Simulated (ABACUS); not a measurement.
The system is CdSe.

```
Cd Se
1.0
     0.00000    3.07027    3.07027
     3.07027    0.00000    3.07027
     3.07027    3.07027    0.00000
Cd Se
1 1
Direct
  0.00000 0.00000 0.00000
  0.25000 0.25000 0.25000
```

Measurements of this composition are mostly on another form, of space group No. 186.

* Program: ABACUS 3.10.1
* Task: relaxation of cell and atoms
* Functional: LDA
* Potentials or basis: GBRV ultrasoft 1.5 LDA
* Cutoff: 544 eV
* Density cutoff: 4354 eV
* Basis: plane waves
* k mesh: 6 × 6 × 6
* Occupations: fermi-dirac, width 0.05 eV
* Spin: no spin polarisation

At the start: pressure -3.2 GPa; volume 28.94 Å³/atom.

Q: How do energy, volume and symmetry change on relaxing?

A: Over 3 steps the energy falls by 18.3 meV/atom and the volume is 27.21 Å³/atom (-6.0 %); space group F-43m (No. 216, to 0.05 Å).

The path:
```tsv
step	energy change (eV)	largest force (eV/Å)	pressure (GPa)	volume (Å³)
1	0.0000	0.0000	-3.20	57.88
2	-0.0293	0.0000	1.72	53.01
3	-0.0366	0.0000	0.01	54.43
```

Final structure:
```cif
data_structure
_symmetry_space_group_name_H-M 'P 1'
_symmetry_Int_Tables_number 1
_cell_length_a 4.2539
_cell_length_b 4.2539
_cell_length_c 4.2539
_cell_angle_alpha 60.000
_cell_angle_beta 60.000
_cell_angle_gamma 60.000
_cell_volume 54.43
loop_
_atom_site_label
_atom_site_type_symbol
_atom_site_fract_x
_atom_site_fract_y
_atom_site_fract_z
_atom_site_occupancy
Cd1 Cd 0.00000 0.00000 0.00000 1
Se1 Se 0.25000 0.25000 0.25000 1
```
